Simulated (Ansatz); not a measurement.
# ZrC: the cost of one run

Program: Ansatz 0.2.0. Level of theory: DFT PBE, scalar-relativistic, plane waves, PAW. These are calculated values, not measurements.

3 further runs of the same task are left out: 2 that didn't finish, 1 set aside as unsound or not needed.

## (1) The structure to begin with

It takes space group Fm-3m (No. 225, cubic). Conventional cell: a = 4.700 Å, b = 4.700 Å, c = 4.700 Å, α = 90.00°, β = 90.00°, γ = 90.00°. Around Zr (site symmetry m-3m) lie 6 C at 2.35 Å. Around C (site symmetry m-3m) lie 6 Zr at 2.35 Å.

Coordinates:

```cif
data_structure
_symmetry_space_group_name_H-M 'Fm-3m'
_symmetry_Int_Tables_number 225
_cell_length_a 4.7004
_cell_length_b 4.7004
_cell_length_c 4.7004
_cell_angle_alpha 90.000
_cell_angle_beta 90.000
_cell_angle_gamma 90.000
_cell_volume 103.85
loop_
_atom_site_label
_atom_site_type_symbol
_atom_site_symmetry_multiplicity
_atom_site_Wyckoff_symbol
_atom_site_fract_x
_atom_site_fract_y
_atom_site_fract_z
_atom_site_occupancy
Zr1 Zr 4 b 0.50000 0.00000 0.00000 1
C1 C 4 a 0.00000 0.00000 0.00000 1
```

The structure comes from the Crystallography Open Database.

## (2) A change within a subgroup

The change: strain xx, yy, zz, yz, xz, xy = -2.8, -1.6, -1.6, -2.0, +0.0, +0.0 %; atoms moved by 0.03 Å root mean square, at most 0.03 Å.

The input, input.yaml:

```yaml
crystal:
  lattice:
    - [0.0, 2.2666600345, 2.2666600345]
    - [2.2851326851, -0.0470042, 2.3136642345]
    - [2.2851326851, 2.3136642345, -0.0470042]
  atoms:
    - { symbol: Zr, position: [0.5, 0.4909739115, 0.5090260885] }
    - { symbol: C, position: [0.0, 0.0090260885, -0.0090260885] }
basis:
  ecutwfc: 420
kpoints:
  mp_grid: { grid: [14, 14, 14] }
hamiltonian:
  xc: pbe
scf:
  occupations: { method: gaussian, width: 0.1 }
output:
  forces: true
  stress: true
  eigenvalues: true
  write_density: true
  write_potential: true
  elf: true
  volumetric_format: npy
```

On the command line:

```sh
$ ansatz run input.yaml --threads 1 --pin off --max-ram 1331MiB --backend cpu --events-out ev --progress --plain --runs-dir out
```

Q: Estimate wall time and peak memory on 1 thread of an Arm CPU, shared host.

About 19 s, with a peak of 0.43 GiB.
